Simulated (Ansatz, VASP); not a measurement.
**AlN in VASP and in Ansatz**

```
CELL_PARAMETERS angstrom
3.44801 0.00000 0.00000
-1.72401 2.98607 0.00000
0.00000 0.00000 4.02176
ATOMIC_POSITIONS crystal
Al 0.33333 0.66667 0.75000
Al 0.66667 0.33333 0.25000
N 0.33333 0.66667 0.25000
N 0.66667 0.33333 0.75000
```

Alike in both runs: task single point; functional PBE; k mesh 9 × 9 × 6; occupations gaussian, width 0.05 eV; no spin polarisation.

|  | VASP | Ansatz |
| --- | --- | --- |
| version | VASP 6.6.1 | Ansatz 0.2.0 |
| potentials or method | VASP PAW PBE potentials, release 64 (Al, N) | scalar-relativistic, plane waves, PAW |
| plane-wave cutoff (eV) | 520 | 520 |
| valence electrons in the cell | 16 | 16 |

```csv
,VASP,Ansatz,Ansatz less VASP
gap on the k mesh at the Fermi level (eV),3.25,3.24,-0.007
least direct gap on the mesh (eV),3.25,3.24,-0.007
pressure (GPa),-7.6,-7.4,+0.14
largest component of the traceless stress (GPa),9.18,9.06,-0.118
```

The functional is the same, so the differences come from potentials, cutoffs and numerics.
